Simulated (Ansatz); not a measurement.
## Ti in Ansatz: the effect of functional

The system is Ti.

```xyz
1
Lattice="0.0000 2.0026 2.0026 2.0026 0.0000 2.0026 2.0026 2.0026 0.0000" Properties=species:S:1:pos:R:3 pbc="T T T"
Ti    0.0000    0.0000    0.0000
```

This isn't the form of Ti at room conditions, which is hcp.

The cell isn't the ideal one: volume scaled by 0.96.

Alike in all runs:

```yaml
Program: Ansatz 0.2.0
Task: single point
Potentials_or_basis: Ansatz PAW
k_mesh: 11 × 11 × 11
Occupations: fermi-dirac, width 0.05 eV
Spin: no spin polarisation
```

| functional | cutoff | pressure (GPa) |
| --- | --- | --- |
| LDA | 420 eV (not typed: the program's choice for these potentials) | -0.5 |
| PBEsol | 420 eV (not typed: the program's choice for these potentials) | ? |
| r2SCAN | 500 eV (not typed: the program's choice for these potentials) | 9.6 |

Problem. What does the run with functional PBEsol give?

Solution. Pressure 4.4 GPa.

Caveats: the PAW data sets come from PBE, with cores solved anew for the run's functional, which leaves a small shift of forces and pressure.
